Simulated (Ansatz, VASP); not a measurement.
One calculation of MgO, two programs

Contents of INCAR:

```
SYSTEM = MgO
PREC = Accurate ; ENCUT = 520
EDIFF = 1E-6 ; ISMEAR = 0
SIGMA = 0.05 ; LREAL = .False.
LASPH = .True. ; NELM = 80
ALGO = Normal ; ISIF = 2
LWAVE = .False. ; LCHARG = .False.
GGA = PE ; NBANDS = 26
```

Contents of KPOINTS:

```
Automatic mesh
0
Gamma
  9 9 2
  0 0 0
```

The input POSCAR:

```
MgO
1.0
    3.3899000000      0.0000000000      0.0000000000
   -1.6949500000      2.9357395163      0.0000000000
    0.0000000000      0.0000000000     10.5138967343
Mg O
4 4
Direct
    0.3333333333      0.6666666667      0.9694906392
    0.0000000000      0.0000000000      0.2208211786
    0.0000000000      0.0000000000      0.7208211786
    0.6666666667      0.3333333333      0.4694906392
    0.3333333333      0.6666666667      0.7800420079
    0.0000000000      0.0000000000      0.5296443544
    0.0000000000      0.0000000000      0.0296443544
    0.6666666667      0.3333333333      0.2800420079
```

Input for Ansatz:

```yaml
crystal:
  lattice:
    - [3.3899, 0.0, 0.0]
    - [-1.69495, 2.9357395163, 0.0]
    - [0.0, 0.0, 10.5138967343]
  atoms:
    - { symbol: Mg, position: [0.3333333333, 0.6666666667, 0.9694906392] }
    - { symbol: Mg, position: [0.0, 0.0, 0.2208211786] }
    - { symbol: Mg, position: [0.0, 0.0, 0.7208211786] }
    - { symbol: Mg, position: [0.6666666667, 0.3333333333, 0.4694906392] }
    - { symbol: O, position: [0.3333333333, 0.6666666667, 0.7800420079] }
    - { symbol: O, position: [0.0, 0.0, 0.5296443544] }
    - { symbol: O, position: [0.0, 0.0, 0.0296443544] }
    - { symbol: O, position: [0.6666666667, 0.3333333333, 0.2800420079] }
basis:
  ecutwfc: 520.0
kpoints:
  mp_grid: { grid: [9, 9, 2] }
hamiltonian:
  xc: pbe
  pseudopotentials: { kind: paw, azcp: { folder: soft_1 } }
scf:
  occupations: { method: gaussian, width: 0.05 }
output:
  forces: true
  stress: true
  eigenvalues: true
```

Alike in both runs: task single point; functional PBE; k mesh 9 × 9 × 2; occupations gaussian, width 0.05 eV; no spin polarisation.

|  | VASP | Ansatz |
| --- | --- | --- |
| version | VASP 6.6.1 | Ansatz 0.2.0 |
| potentials or method | VASP PAW PBE potentials, release 64 (Mg, O) | scalar-relativistic, plane waves, PAW |
| plane-wave cutoff (eV) | 520 | 520 |
| valence electrons in the cell | 32 | 64 |

Ansatz gave:

```
gap on the k mesh at the Fermi level (eV)       : 3.06
least direct gap on the mesh (eV)               : 3.06
pressure (GPa)                                  : -6.5
largest component of the traceless stress (GPa) : 4.08
rms of the force components (eV/Å)              : 0.115
```

What did VASP give for the same quantities?

gap on the k mesh at the Fermi level (eV): 3.04; least direct gap on the mesh (eV): 3.04; pressure (GPa): -7.0; largest component of the traceless stress (GPa): 4.15; rms of the force components (eV/Å): 0.116.

Atom by atom the forces differ by 0.001 eV/Å (rms over components). The two sets of potentials don't hold the same shells in valence.
